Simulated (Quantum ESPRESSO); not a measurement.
# CoO (I4/mmm) in Quantum ESPRESSO: a series of runs

Aim: see how the results for CoO move with the level of theory and the settings. Levels: PBEsol, LDA. Tasks: band structure.

All numbers are computed with Quantum ESPRESSO 7.5; they aren't measurements. Logs are shortened: lines on timing, memory, paths and dates and some standing lists are left out, and cuts for length are marked.

### 1 The crystal as given

The structure is tetragonal, space group I4/mmm (No. 139). The conventional cell has a = 3.016 Å, b = 3.016 Å, c = 4.214 Å, α = 90.00°, β = 90.00°, γ = 90.00°. Around Co (site symmetry 4/mmm) lie 6 O at 2.11 to 2.13 Å. Around O (site symmetry 4/mmm) lie 6 Co at 2.11 to 2.13 Å.

### 2 Band structure, PBEsol, collinear spin, ferromagnetic start

pw.in reads:

```
&CONTROL
  calculation = 'scf'
  prefix = 'pwscf'
  outdir = './tmp'
  pseudo_dir = './pseudo'
  tprnfor = .true.
  tstress = .true.
  disk_io = 'low'
/
&SYSTEM
  ibrav = 0
  celldm(1) = 8
  nat = 2
  ntyp = 2
  ecutwfc = 56
  ecutrho = 448
  nbnd = 21
  occupations = 'smearing'
  smearing = 'fd'
  degauss = 0.00367493
  nspin = 2
  starting_magnetization(1) = 0.1176
  starting_magnetization(2) = 0
/
&ELECTRONS
  conv_thr = 4d-10
  electron_maxstep = 120
  mixing_beta = 0.3
/
ATOMIC_SPECIES
Co    58.9332 co_pbesol_v1.2.uspp.F.UPF
O     15.9990 o_pbesol_v1.2.uspp.F.UPF
CELL_PARAMETERS alat
 -0.3562133744920   0.3562133744920   0.4977650903806
  0.3562133744920  -0.3562133744920   0.4977650903806
  0.3562133744920   0.3562133744920  -0.4977650903806
ATOMIC_POSITIONS crystal
Co     0.0000000000    0.0000000000    0.0000000000
O      0.5000000000    0.5000000000    0.0000000000
K_POINTS automatic
12 12 12 0 0 0
```

bands.in reads:

```
&CONTROL
  calculation = 'bands'
  prefix = 'pwscf'
  outdir = './tmp'
  pseudo_dir = './pseudo'
  disk_io = 'low'
  verbosity = 'high'
/
&SYSTEM
  ibrav = 0
  celldm(1) = 8
  nat = 2
  ntyp = 2
  ecutwfc = 56
  ecutrho = 448
  nbnd = 21
  occupations = 'smearing'
  smearing = 'fd'
  degauss = 0.00367493
  nspin = 2
  starting_magnetization(1) = 0.1176
  starting_magnetization(2) = 0
/
&ELECTRONS
  conv_thr = 1d-08
  electron_maxstep = 120
  mixing_beta = 0.3
  diago_full_acc = .true.
  startingwfc = 'random'
/
ATOMIC_SPECIES
Co    58.9332 co_pbesol_v1.2.uspp.F.UPF
O     15.9990 o_pbesol_v1.2.uspp.F.UPF
CELL_PARAMETERS alat
 -0.3562133744920   0.3562133744920   0.4977650903806
  0.3562133744920  -0.3562133744920   0.4977650903806
  0.3562133744920   0.3562133744920  -0.4977650903806
ATOMIC_POSITIONS crystal
Co     0.0000000000    0.0000000000    0.0000000000
O      0.5000000000    0.5000000000    0.0000000000
K_POINTS crystal
60
 0.0000000000  0.0000000000  0.0000000000 1
 0.0000000000  0.0000000000  0.0714285714 1
 0.0000000000  0.0000000000  0.1428571429 1
 0.0000000000  0.0000000000  0.2142857143 1
 0.0000000000  0.0000000000  0.2857142857 1
 0.0000000000  0.0000000000  0.3571428571 1
 0.0000000000  0.0000000000  0.4285714286 1
 0.0000000000  0.0000000000  0.5000000000 1
-0.0853533011  0.0853533011  0.5000000000 1
-0.1707066023  0.1707066023  0.5000000000 1
-0.2560599034  0.2560599034  0.5000000000 1
-0.3170449276  0.3170449276  0.4390149759 1
-0.3780299517  0.3780299517  0.3780299517 1
-0.3307762077  0.3307762077  0.3307762077 1
-0.2835224638  0.2835224638  0.2835224638 1
-0.2362687198  0.2362687198  0.2362687198 1
-0.1890149759  0.1890149759  0.1890149759 1
-0.1417612319  0.1417612319  0.1417612319 1
-0.0945074879  0.0945074879  0.0945074879 1
-0.0472537440  0.0472537440  0.0472537440 1
 0.0000000000  0.0000000000  0.0000000000 1
 0.0625000000  0.0625000000 -0.0625000000 1
 0.1250000000  0.1250000000 -0.1250000000 1
 0.1875000000  0.1875000000 -0.1875000000 1
 0.2500000000  0.2500000000 -0.2500000000 1
 0.3125000000  0.3125000000 -0.3125000000 1
 0.3750000000  0.3750000000 -0.3750000000 1
 0.4375000000  0.4375000000 -0.4375000000 1
 0.5000000000  0.5000000000 -0.5000000000 1
 0.4390149759  0.5609850241 -0.4390149759 1
 0.3780299517  0.6219700483 -0.3780299517 1
 0.3024239614  0.5975760386 -0.3024239614 1
 0.2268179710  0.5731820290 -0.2268179710 1
 0.1512119807  0.5487880193 -0.1512119807 1
 0.0756059903  0.5243940097 -0.0756059903 1
 0.0000000000  0.5000000000  0.0000000000 1
 0.0416666667  0.4583333333  0.0416666667 1
 0.0833333333  0.4166666667  0.0833333333 1
 0.1250000000  0.3750000000  0.1250000000 1
 0.1666666667  0.3333333333  0.1666666667 1
 0.2083333333  0.2916666667  0.2083333333 1
 0.2500000000  0.2500000000  0.2500000000 1
 0.2857142857  0.2857142857  0.1777057281 1
 0.3214285714  0.3214285714  0.1054114562 1
 0.3571428571  0.3571428571  0.0331171843 1
 0.3928571429  0.3928571429 -0.0391770877 1
 0.4285714286  0.4285714286 -0.1114713596 1
 0.4642857143  0.4642857143 -0.1837656315 1
 0.5000000000  0.5000000000 -0.2560599034 1
 0.5000000000  0.5000000000 -0.3048479227 1
 0.5000000000  0.5000000000 -0.3536359420 1
 0.5000000000  0.5000000000 -0.4024239614 1
 0.5000000000  0.5000000000 -0.4512119807 1
 0.5000000000  0.5000000000 -0.5000000000 1
 0.0000000000  0.0000000000  0.5000000000 1
 0.0500000000  0.0500000000  0.4500000000 1
 0.1000000000  0.1000000000  0.4000000000 1
 0.1500000000  0.1500000000  0.3500000000 1
 0.2000000000  0.2000000000  0.3000000000 1
 0.2500000000  0.2500000000  0.2500000000 1
```

Potentials or basis: GBRV 1.5 PBEsol.

Command:

```console
$ OMP_NUM_THREADS=1 mpirun -n 2 pw.x -nk 2 -in pw.in > pw.out
$ OMP_NUM_THREADS=1 mpirun -n 2 pw.x -nk 2 -in bands.in > bands.out
```

pw.out:

```text
This program is part of the open-source Quantum ESPRESSO suite
     for quantum simulation of materials; please cite
         "P. Giannozzi et al., J. Phys.:Condens. Matter 21 395502 (2009);
         "P. Giannozzi et al., J. Phys.:Condens. Matter 29 465901 (2017);
         "P. Giannozzi et al., J. Chem. Phys. 152 154105 (2020);
     in publications or presentations arising from this work. More details at

     Message from routine setup:
     using ibrav=0 with symmetry is DISCOURAGED, use correct ibrav instead

     K-points division:     npool     =       2
     Subspace diagonalization in iterative solution of the eigenvalue problem:
     a serial algorithm will be used

     G-vector sticks info
     --------------------
     sticks:   dense  smooth     PW     G-vecs:    dense   smooth      PW
     Sum        1141     573    221                20635     7351    1751

     Using Slab Decomposition

     bravais-lattice index     =            0
     lattice parameter (alat)  =       8.0000  a.u.
     unit-cell volume          =     129.3525 (a.u.)^3
     number of atoms/cell      =            2
     number of atomic types    =            2
     number of electrons       =        23.00
     number of Kohn-Sham states=           21
     kinetic-energy cutoff     =      56.0000  Ry
     charge density cutoff     =     448.0000  Ry
     scf convergence threshold =      4.0E-10
     mixing beta               =       0.3000
     number of iterations used =            8  plain     mixing
     Exchange-correlation= SLA  PW   PSX  PSC
                           (   1   4  10   8   0   0   0)

     celldm(1)=   8.000000  celldm(2)=   0.000000  celldm(3)=   0.000000
     celldm(4)=   0.000000  celldm(5)=   0.000000  celldm(6)=   0.000000

     crystal axes: (cart. coord. in units of alat)
               a(1) = (  -0.356213   0.356213   0.497765 )
               a(2) = (   0.356213  -0.356213   0.497765 )
               a(3) = (   0.356213   0.356213  -0.497765 )

     reciprocal axes: (cart. coord. in units 2 pi/alat)
               b(1) = ( -0.000000  1.403653  1.004490 )
               b(2) = (  1.403653 -0.000000  1.004490 )
               b(3) = (  1.403653  1.403653  0.000000 )

     PseudoPot. # 1 for Co read from file:
     co_pbesol_v1.2.uspp.F.UPF
     Pseudo is Ultrasoft + core correction, Zval = 17.0
     Generated by new atomic code, or converted to UPF format
     Using radial grid of  863 points,  6 beta functions with:
                l(1) =   0
                l(2) =   0
                l(3) =   1
                l(4) =   1
                l(5) =   2
                l(6) =   2
     Q(r) pseudized with  8 coefficients,  rinner =    1.200   1.200   1.200
                                                       1.200   1.200

     PseudoPot. # 2 for O  read from file:
     o_pbesol_v1.2.uspp.F.UPF
     Pseudo is Ultrasoft + core correction, Zval =  6.0
     Generated by new atomic code, or converted to UPF format
     Using radial grid of  737 points,  5 beta functions with:
                l(1) =   0
                l(2) =   0
                l(3) =   1
                l(4) =   1
                l(5) =   2
     Q(r) pseudized with  8 coefficients,  rinner =    0.900   0.900   0.900
                                                       0.900   0.900

     atomic species   valence    mass     pseudopotential
     Co               17.00    58.93320     Co( 1.00)
     O                 6.00    15.99900     O ( 1.00)

     Starting magnetic structure
     atomic species   magnetization
     Co              0.118
     O               0.000

     16 Sym. Ops., with inversion, found

   Cartesian axes

     site n.     atom                  positions (alat units)
         1        Co     tau(   1) = (   0.0000000   0.0000000   0.0000000  )
         2        O      tau(   2) = (   0.0000000   0.0000000   0.4977651  )

     number of k points=   163  Fermi-Dirac smearing, width (Ry)=  0.0037

     Number of k-points >= 100: set verbosity='high' to print them.

[... 51 lines left out ...]
     estimated scf accuracy    <       0.05026259 Ry

     total magnetization       =     2.55 Bohr mag/cell
     absolute magnetization    =     2.56 Bohr mag/cell

     iteration #  5     ecut=    56.00 Ry     beta= 0.30
     Davidson diagonalization with overlap
     ethr =  2.19E-04,  avg # of iterations =  2.0

     total energy              =    -330.42383680 Ry
     estimated scf accuracy    <       0.03779652 Ry

     total magnetization       =     2.49 Bohr mag/cell
     absolute magnetization    =     2.50 Bohr mag/cell

     iteration #  6     ecut=    56.00 Ry     beta= 0.30
     Davidson diagonalization with overlap
     ethr =  1.64E-04,  avg # of iterations =  1.1

     total energy              =    -330.42920497 Ry
     estimated scf accuracy    <       0.00304206 Ry

     total magnetization       =     2.84 Bohr mag/cell
     absolute magnetization    =     2.86 Bohr mag/cell

     iteration #  7     ecut=    56.00 Ry     beta= 0.30
     Davidson diagonalization with overlap
     ethr =  1.32E-05,  avg # of iterations =  2.3

     total energy              =    -330.42994330 Ry
     estimated scf accuracy    <       0.00418089 Ry

     total magnetization       =     2.79 Bohr mag/cell
     absolute magnetization    =     2.80 Bohr mag/cell
[... 48 lines left out ...]
     total magnetization       =     2.99 Bohr mag/cell
     absolute magnetization    =     3.01 Bohr mag/cell

     iteration # 13     ecut=    56.00 Ry     beta= 0.30
     Davidson diagonalization with overlap
     ethr =  1.95E-08,  avg # of iterations =  1.9

     total energy              =    -330.43069786 Ry
     estimated scf accuracy    <       0.00000116 Ry

     total magnetization       =     2.99 Bohr mag/cell
     absolute magnetization    =     3.02 Bohr mag/cell

     iteration # 14     ecut=    56.00 Ry     beta= 0.30
     Davidson diagonalization with overlap
     ethr =  5.03E-09,  avg # of iterations =  1.0

     total energy              =    -330.43069816 Ry
     estimated scf accuracy    <       0.00000018 Ry

     total magnetization       =     2.99 Bohr mag/cell
     absolute magnetization    =     3.02 Bohr mag/cell

     iteration # 15     ecut=    56.00 Ry     beta= 0.30
     Davidson diagonalization with overlap
     ethr =  7.93E-10,  avg # of iterations =  1.2

     total energy              =    -330.43069819 Ry
     estimated scf accuracy    <       0.00000010 Ry

     total magnetization       =     2.99 Bohr mag/cell
     absolute magnetization    =     3.02 Bohr mag/cell

     iteration # 16     ecut=    56.00 Ry     beta= 0.30
     Davidson diagonalization with overlap
     ethr =  4.25E-10,  avg # of iterations =  1.0

     total energy              =    -330.43069820 Ry
     estimated scf accuracy    <       0.00000002 Ry

     total magnetization       =     2.99 Bohr mag/cell
     absolute magnetization    =     3.02 Bohr mag/cell

     iteration # 17     ecut=    56.00 Ry     beta= 0.30
     Davidson diagonalization with overlap
     ethr =  9.56E-11,  avg # of iterations =  1.0

     Magnetic moment per site  (integrated on atomic sphere of radius R)
     atom   1 (R=0.205)  charge= 14.5603  magn=  2.5306
     atom   2 (R=0.205)  charge=  5.6956  magn=  0.3524

     End of self-consistent calculation

     Number of k-points >= 100: set verbosity='high' to print the bands.

     the Fermi energy is    13.9489 ev

!    total energy              =    -330.43069820 Ry
     estimated scf accuracy    <          5.9E-11 Ry
     smearing contrib. (-TS)   =      -0.00218438 Ry
     internal energy E=F+TS    =    -330.42851382 Ry

     The total energy is F=E-TS. E is the sum of the following terms:
     one-electron contribution =    -181.71741885 Ry
     hartree contribution      =     104.14113346 Ry
     xc contribution           =     -39.55979250 Ry
     ewald contribution        =    -213.29243594 Ry

     total magnetization       =     2.99 Bohr mag/cell
     absolute magnetization    =     3.02 Bohr mag/cell

     convergence has been achieved in  17 iterations

     Forces acting on atoms (cartesian axes, Ry/au):

     atom    1 type  1   force =     0.00000000    0.00000000    0.00000000
     atom    2 type  2   force =     0.00000000    0.00000000    0.00000000

     Total force =     0.000000     Total SCF correction =     0.000000

     Computing stress (Cartesian axis) and pressure

          total   stress  (Ry/bohr**3)                   (kbar)     P=      -88.77
  -0.00061773   0.00000000  -0.00000000          -90.87        0.00       -0.00
   0.00000000  -0.00061773  -0.00000000            0.00      -90.87       -0.00
  -0.00000000  -0.00000000  -0.00057485           -0.00       -0.00      -84.56

=------------------------------------------------------------------------------=
   JOB DONE.
=------------------------------------------------------------------------------=
```

Wall time 85 s (2 MPI ranks of Arm Neoverse V2, shared host); peak memory 0.26 GiB.

Results:

```yaml
Free_energy: -4495.7387 eV
Pressure: -8.9 GPa
Band_gap_on_the_k_mesh: none (metal or under the smearing width)
Net_moment: 2.99 μB per cell
Absolute_moment: 3.02 μB per cell
Site_moments: Co +2.53; O +0.35 μB
Valence_electrons_inside_the_program's_atomic_spheres: Co 14.56; O 5.70
```

Levels at the corners of the path, in eV from the Fermi level:
Spin up:
```tsv
point	band 10	band 11	band 12	band 13	band 14	band 15	band 16	band 17
Γ	-3.44	-3.43	-3.43	-3.43	0.69	16.35	17.68	17.68
X	-3.07	-2.53	-2.47	-2.45	5.51	9.42	11.28	15.36
Y	-2.69	-2.65	-2.47	-1.53	7.74	9.59	9.71	12.31
S	-2.60	-2.35	-2.22	-1.54	7.00	9.33	9.55	14.65
Γ	-3.44	-3.43	-3.43	-3.43	0.69	16.35	17.68	17.68
Z	-3.05	-2.53	-2.48	-2.48	5.51	9.57	11.14	15.31
S1	-2.60	-2.35	-2.22	-1.54	7.00	9.33	9.55	14.65
N	-2.73	-2.18	-0.10	-0.02	4.66	9.04	12.91	13.19
P	-2.64	-2.64	-2.45	-1.50	7.83	9.57	9.57	12.52
Y1	-2.69	-2.65	-2.47	-1.53	7.74	9.59	9.71	12.31
Z	-3.05	-2.53	-2.48	-2.48	5.51	9.57	11.14	15.31
X	-3.07	-2.53	-2.47	-2.45	5.51	9.42	11.28	15.36
P	-2.64	-2.64	-2.45	-1.50	7.83	9.57	9.57	12.52
```
Spin down:
| point | band 7 | band 8 | band 9 | band 10 | band 11 | band 12 | band 13 | band 14 |
| --- | --- | --- | --- | --- | --- | --- | --- | --- |
| Γ | -2.78 | -2.78 | -1.15 | -1.15 | -1.10 | -0.27 | -0.26 | 1.27 |
| X | -4.13 | -4.03 | -2.35 | 0.17 | 0.20 | 0.22 | 0.72 | 6.39 |
| Y | -5.88 | -5.28 | -0.45 | -0.38 | 0.19 | 0.62 | 1.34 | 8.69 |
| S | -5.88 | -4.56 | -1.13 | 0.03 | 0.18 | 0.87 | 1.28 | 7.86 |
| Γ | -2.78 | -2.78 | -1.15 | -1.15 | -1.10 | -0.27 | -0.26 | 1.27 |
| Z | -4.12 | -4.12 | -2.35 | 0.19 | 0.19 | 0.25 | 0.73 | 6.39 |
| S1 | -5.88 | -4.56 | -1.13 | 0.03 | 0.18 | 0.87 | 1.28 | 7.86 |
| N | -4.95 | -4.92 | -0.12 | -0.09 | 0.20 | 2.45 | 2.53 | 4.98 |
| P | -5.91 | -5.41 | -0.34 | -0.34 | 0.17 | 0.59 | 1.36 | 8.80 |
| Y1 | -5.88 | -5.28 | -0.45 | -0.38 | 0.19 | 0.62 | 1.34 | 8.69 |
| Z | -4.12 | -4.12 | -2.35 | 0.19 | 0.19 | 0.25 | 0.73 | 6.39 |
| X | -4.13 | -4.03 | -2.35 | 0.17 | 0.20 | 0.22 | 0.72 | 6.39 |
| P | -5.91 | -5.41 | -0.34 | -0.34 | 0.17 | 0.59 | 1.36 | 8.80 |

Caveat: a cell with one magnetic atom can't hold antiferromagnetic order, which such compounds often take; semilocal functionals often make such compounds metallic where correlation or magnetic order opens a gap, which also shifts bond lengths.

### 3 Band structure, LDA, collinear spin, ferromagnetic start

pw.in: that of step 2 with these lines changed.

```diff
@@ -30,4 +30,4 @@
 ATOMIC_SPECIES
-Co    58.9332 co_pbesol_v1.2.uspp.F.UPF
-O     15.9990 o_pbesol_v1.2.uspp.F.UPF
+Co    58.9332 co_lda_v1.2.uspp.F.UPF
+O     15.9990 o_lda_v1.2.uspp.F.UPF
 CELL_PARAMETERS alat
```

bands.in: that of step 2 with these lines changed.

```diff
@@ -31,4 +31,4 @@
 ATOMIC_SPECIES
-Co    58.9332 co_pbesol_v1.2.uspp.F.UPF
-O     15.9990 o_pbesol_v1.2.uspp.F.UPF
+Co    58.9332 co_lda_v1.2.uspp.F.UPF
+O     15.9990 o_lda_v1.2.uspp.F.UPF
 CELL_PARAMETERS alat
```

Potentials or basis: GBRV 1.5 LDA.

Command:

```console
$ OMP_NUM_THREADS=1 mpirun -n 2 pw.x -nk 2 -in pw.in > pw.out
$ OMP_NUM_THREADS=1 mpirun -n 2 pw.x -nk 2 -in bands.in > bands.out
```

Wall time 1.8 min (2 MPI ranks of Arm Neoverse V2, shared host); peak memory 0.26 GiB.

Results (log left out):

* Free energy: -4497.3350 eV
* Pressure: -17.0 GPa
* Band gap on the k mesh: none (metal or under the smearing width)
* Net moment: 2.95 μB per cell
* Absolute moment: 2.96 μB per cell
* Site moments: Co +2.48; O +0.36 μB
* Valence electrons inside the program's atomic spheres: Co 14.57; O 5.68

Levels at the corners of the path, in eV from the Fermi level:
Spin up:
| point | band 10 | band 11 | band 12 | band 13 | band 14 | band 15 | band 16 | band 17 |
| --- | --- | --- | --- | --- | --- | --- | --- | --- |
| Γ | -3.41 | -3.34 | -3.23 | -3.22 | 0.78 | 16.41 | 17.72 | 17.72 |
| X | -2.86 | -2.35 | -2.35 | -2.31 | 5.50 | 9.38 | 11.36 | 15.29 |
| Y | -2.59 | -2.43 | -2.35 | -1.38 | 7.69 | 9.58 | 9.71 | 12.32 |
| S | -2.49 | -2.24 | -2.03 | -1.40 | 6.98 | 9.34 | 9.52 | 14.59 |
| Γ | -3.41 | -3.34 | -3.23 | -3.22 | 0.78 | 16.41 | 17.72 | 17.72 |
| Z | -2.84 | -2.36 | -2.36 | -2.30 | 5.50 | 9.53 | 11.21 | 15.24 |
| S1 | -2.49 | -2.24 | -2.03 | -1.40 | 6.98 | 9.34 | 9.52 | 14.59 |
| N | -2.61 | -2.09 | 0.01 | 0.09 | 4.72 | 8.99 | 12.88 | 13.16 |
| P | -2.55 | -2.46 | -2.35 | -1.35 | 7.79 | 9.56 | 9.56 | 12.52 |
| Y1 | -2.59 | -2.43 | -2.35 | -1.38 | 7.69 | 9.58 | 9.71 | 12.32 |
| Z | -2.84 | -2.36 | -2.36 | -2.30 | 5.50 | 9.53 | 11.21 | 15.24 |
| X | -2.86 | -2.35 | -2.35 | -2.31 | 5.50 | 9.38 | 11.36 | 15.29 |
| P | -2.55 | -2.46 | -2.35 | -1.35 | 7.79 | 9.56 | 9.56 | 12.52 |
Spin down:
| point | band 7 | band 8 | band 9 | band 10 | band 11 | band 12 | band 13 | band 14 |
| --- | --- | --- | --- | --- | --- | --- | --- | --- |
| Γ | -2.80 | -2.80 | -1.13 | -1.13 | -1.07 | -0.46 | -0.45 | 1.37 |
| X | -4.13 | -4.03 | -2.32 | 0.02 | 0.20 | 0.22 | 0.55 | 6.28 |
| Y | -5.85 | -5.32 | -0.43 | -0.36 | 0.22 | 0.44 | 1.17 | 8.56 |
| S | -5.88 | -4.60 | -1.11 | 0.05 | 0.20 | 0.71 | 1.11 | 7.76 |
| Γ | -2.80 | -2.80 | -1.13 | -1.13 | -1.07 | -0.46 | -0.45 | 1.37 |
| Z | -4.12 | -4.12 | -2.31 | 0.04 | 0.21 | 0.21 | 0.56 | 6.28 |
| S1 | -5.88 | -4.60 | -1.11 | 0.05 | 0.20 | 0.71 | 1.11 | 7.76 |
| N | -5.01 | -4.98 | -0.10 | -0.08 | 0.22 | 2.31 | 2.39 | 5.10 |
| P | -5.89 | -5.44 | -0.33 | -0.33 | 0.20 | 0.41 | 1.19 | 8.66 |
| Y1 | -5.85 | -5.32 | -0.43 | -0.36 | 0.22 | 0.44 | 1.17 | 8.56 |
| Z | -4.12 | -4.12 | -2.31 | 0.04 | 0.21 | 0.21 | 0.56 | 6.28 |
| X | -4.13 | -4.03 | -2.32 | 0.02 | 0.20 | 0.22 | 0.55 | 6.28 |
| P | -5.89 | -5.44 | -0.33 | -0.33 | 0.20 | 0.41 | 1.19 | 8.66 |

Caveat: so large a pressure means that the cell lies far from this level's equilibrium, or that cutoff or potentials fall short; a cell with one magnetic atom can't hold antiferromagnetic order, which such compounds often take; semilocal functionals often make such compounds metallic where correlation or magnetic order opens a gap, which also shifts bond lengths. With open d or f shells a metallic result of LDA can be an artefact of self-interaction; +U or a hybrid may open a gap.
